A better density functional might be thought to open a semiconductor's gap the way one turns up a volume knob, every gap growing together. For layered molybdenum ditelluride, computed here with five functionals on exactly the same atomic positions, that picture fails. One gap changes by a fifth of its LDA value, while the other stays almost still.

Plane-wave Kohn–Sham DFT with pseudopotentials in Quantum ESPRESSO 7.5 for bulk MoTe2 (P6_3/mmc, 6 atoms per cell) at one fixed geometry, without spin polarisation, spin–orbit coupling or an added dispersion correction. The density uses a 9 × 9 × 2 k mesh and Fermi–Dirac smearing of 0.05 eV; the gaps are taken from bands along a path of special points.

```
  functional                        potentials  wave cutoff  density cutoff  gap on path (eV)  direct gap on path (eV)
         LDA                      GBRV-1.5-LDA   612.256 eV      4898.05 eV             0.651                  1.03100
         PBE                      GBRV-1.5-PBE   612.256 eV      4898.05 eV             0.679                  1.03700
        BP86  PseudoDojo-0.4.1-SR-PBE-standard   1088.45 eV      4353.82 eV             0.727                  1.03900
        HCTH  PseudoDojo-0.4.1-SR-PBE-standard   1088.45 eV      4353.82 eV             0.781                  1.02900
vdW-DF3-opt1  PseudoDojo-0.4.1-SR-PBE-standard   1088.45 eV      4353.82 eV             0.714                  1.04200
```

**What the two gaps measure**

Electrons in a crystal are labelled by a wave vector $k$, and each $k$ has its own filled and empty levels. The column "direct gap on path" gives the smallest distance between filled and empty levels at one and the same $k$. The column "gap on path" gives the distance from the highest filled level anywhere on the path to the lowest empty level anywhere on it. In every row this second gap is the smaller one, so the material is an indirect semiconductor: to cross the smallest gap, an electron must also change its wave vector, usually with the help of a lattice vibration.

The two are tied by simple bookkeeping. Let $v_0$ and $c_0$ be the filled and empty levels at the point of the direct gap, and $v_{\max}$ and $c_{\min}$ the band edges found on the path. Then

$$E_{\text{indirect}} = c_{\min}-v_{\max} = (c_0-v_0) - L,$$

$$L = (v_{\max}-v_0)+(c_0-c_{\min}).$$

The lowering $L$ tells how far the edges elsewhere in $k$ space cut into the direct gap. This is an identity and not a theory, but it shows where a functional acts: on the direct gap, or on the relative position of levels at different $k$.

**LDA and PBE: the first step**

In the LDA row the direct gap is 1.031 eV and the lowering 0.380 eV, which leaves an indirect gap of 0.651 eV. More than a third of the direct gap is thus cut away by band edges at other wave vectors. The small indirect gap is therefore a matter of how levels at different wave vectors line up.

The known band structure of this compound tells which states these are. The direct gap lies at the corner K of the hexagonal zone, where both the filled and the empty level are mainly molybdenum 4d. Among the filled levels, the rival of K is the zone centre Γ, whose state mixes molybdenum d with tellurium $p_z$ orbitals that point out of the layer towards the next one. Among the empty levels, it is a valley between Γ and K, which also contains tellurium p. The outputs do not name the edges, so this assignment rests on established knowledge of the material. In this compound the filled levels at Γ and K are expected to lie close together, so most of the lowering should come from the conduction valley, and the filled part of it may be small or even vanish in some rows.

It suggests why the direct gap is so steady. A functional changes the potential that the electrons feel, and it changes it differently in different regions of space. Two levels built from the same shell of the same atom sample much the same region and shift almost together, so their distance survives. Levels with more weight on tellurium, or in the space between the layers, sample another region and can slide against the molybdenum levels.

PBE adds to LDA a dependence on how steeply the density varies. The indirect gap rises by 0.028 eV, of which only 0.006 eV comes from the direct gap. The rest is a smaller lowering: taken together, the outlying band edges have drawn back a little. The lowering is a sum of two parts, so one edge may have done most of this. The LDA run carries a warning of negative density, of unreported size, so this small step should not be pressed for its last digits.

**BP86: two changes at once**

From PBE to BP86 the indirect gap rises by a further 0.048 eV, more than from LDA to PBE. This is surprising at first sight, since PBE and BP86 are functionals of the same type. But the potentials that stand in for the atomic cores change at this point too. The first two rows treat 6 electrons of each tellurium atom explicitly, the last three treat 16. The second set was made for PBE, so none of the last three rows has potentials made for its own functional.

The table cannot divide this step between functional and potentials. A PBE run with the second set of potentials would do it, and there is none here. The cleaner comparisons are therefore LDA with PBE, and BP86 with HCTH and vdW-DF3-opt1. The overall order of the five rows should not be read as a ranking of the functionals alone.

**HCTH: the irregular row**

HCTH has the largest indirect gap of all rows and the smallest direct gap. It can be compared with BP86, which uses the same potentials. Suppose that a functional acted only on the direct gap and left the lowering as it was. The direct gap falls by 0.010 eV from BP86 to HCTH, and the indirect gap would have to follow:

$$E_{\text{indirect}}^{\text{HCTH}} \approx 0.727 - 0.010 = 0.717\ \text{eV}.$$

The calculation gives 0.781 eV. The estimate is 0.064 eV too low and has even the direction of the change wrong. That miss is exactly the change in the lowering, from 0.312 eV in BP86 to 0.248 eV in HCTH. That one gap opens while the other closes is therefore no contradiction: the outlying band edges, taken together, retreat by much more than the levels at K approach each other.

Why HCTH makes them retreat furthest is less certain. HCTH exists in several fits, and this row stands for one of them only. Its dependence on the density gradient was shaped largely by molecular data and differs from that of BP86. Such differences should matter most where the density is low and varies strongly, as around the outer tellurium atoms and between the layers. A weaker interaction between neighbouring layers would be expected to lower the filled level at Γ and to raise the conduction valley. It would also be expected to widen the direct gap a little, since the two layers of the cell split the filled level at K into a pair. That gap narrows here, so this is unlikely to be the only change. A shift of tellurium p against molybdenum d could also move both edges. Either is a reasonable guess. The runs give one hint: the Fermi level lies below the middle of the mesh gap in every row, and comes nearer to it the larger the gap, nearest in HCTH. This is expected if more filled levels crowd close to the highest one, as they would if Γ sinks towards K. To choose between the two guesses one would have to compare the levels at Γ, at K and in the conduction valley within each run. Part of the effect may also come from the potentials, which were made for PBE and not for HCTH.

**vdW-DF3-opt1: attraction without movement**

The last row drops back to an indirect gap of 0.714 eV, just below BP86. Its direct gap is the largest of all, so the drop comes from the lowering, which is 0.328 eV against 0.312 eV in BP86. This functional contains the long-range correlation that draws layers together, so a marked effect on a layered crystal might be expected. But the atoms are held in place. The attraction cannot change the distance between the layers, and only the functional's direct influence on the electronic levels remains. Its exchange part also differs from that of BP86, so the small drop cannot be credited to the long-range correlation alone.

Fixed atoms make the comparison clear and at the same time limit it. The computed pressures show that LDA would contract this cell, while the other four functionals would expand it. If each were allowed its own preferred structure, the overlap between layers and within them would change, and the gaps with it. The table isolates the electronic effect of the functional and its potentials, and leaves out the structural one.

**Is the moving gap real?**

An indirect gap is easily misjudged if the sampled wave vectors miss a band edge. Here the regular mesh used for the density gives an indirect gap about 0.05 eV larger than the path does, so it does miss one. Yet this error varies by only 0.005 eV among the rows, far less than the trend. The mesh contains both Γ and K, so the missed edge fits the conduction valley between them, and the steady error suggests that this valley keeps its shape from row to row. The path too is a finite set of points and may miss the bottom of the valley by a smaller amount, which these runs do not measure.

**What the numbers can be used for**

Over the five rows the indirect gap spreads by 0.130 eV and the direct gap by 0.013 eV, ten times less. The analysis printed below applies the identity to all rows, with no adjustable constant. For practical work this means that agreement on the direct gap gives no assurance about the indirect one. A quoted indirect gap of this material needs its functional, its potentials and its geometry beside it.

Nor does the steady direct gap prove that its value is right. All rows leave out spin–orbit coupling, which is expected to raise the highest filled level at K and so narrow the direct gap, by more than its spread over these rows. If K lies close to the top of the filled levels, this rise can also make it the highest filled level and narrow the indirect gap, by an amount that can rival the differences between the rows. Functionals of these kinds also tend to give gaps that are too small. Errors shared by every row cannot show up as a difference between rows.

The idea to carry away concerns the make-up of the levels. It is argued from one crystal and from functionals without exact exchange, and it need not hold beyond them. Where both edges of a gap come from the same shell of the same atoms, the effect of changing between such functionals can largely cancel. Where they differ in atom, or in how far they reach towards a neighbouring layer, the gap can move much more.

Printed output of the fit:

```
Gaps and lowering in eV:
           row  indirect  direct  lowering  mesh_minus_path  pressure_GPa
           LDA     0.651   1.031      0.38          0.05246        -2.062
           PBE     0.679   1.037     0.358          0.04846         3.743
          BP86     0.727   1.039     0.312          0.04773         4.379
          HCTH     0.781   1.029     0.248          0.04746         5.246
  vdW-DF3-opt1     0.714   1.042     0.328          0.05045        0.9196
Changes from the LDA row in eV:
           row  indirect  direct  lowering
           LDA         0       0         0
           PBE     0.028   0.006    -0.022
          BP86     0.076   0.008    -0.068
          HCTH      0.13  -0.002    -0.132
  vdW-DF3-opt1     0.063   0.011    -0.052
Spread of the indirect gap over all rows (eV): 0.13
Spread of the direct gap over all rows (eV): 0.013
Spread of the lowering over all rows (eV): 0.132
Spread of the indirect gap divided by spread of the direct gap: 10
Spread of the mesh error (eV): 0.005
GBRV set, indirect gap, PBE less LDA (eV): 0.028
GBRV set, direct gap, PBE less LDA (eV): 0.006
PseudoDojo set, indirect gap, BP86 less vdW-DF3-opt1 (eV): 0.013
PseudoDojo set, indirect gap, HCTH less BP86 (eV): 0.054
PseudoDojo set, direct gap, HCTH less BP86 (eV): -0.01
PseudoDojo set, lowering, HCTH less BP86 (eV): -0.064
PseudoDojo set, indirect gap, HCTH less vdW-DF3-opt1 (eV): 0.067
Across the sets, indirect gap, BP86 less PBE (eV): 0.048
Across the sets, indirect gap, vdW-DF3-opt1 less PBE (eV): 0.035
```
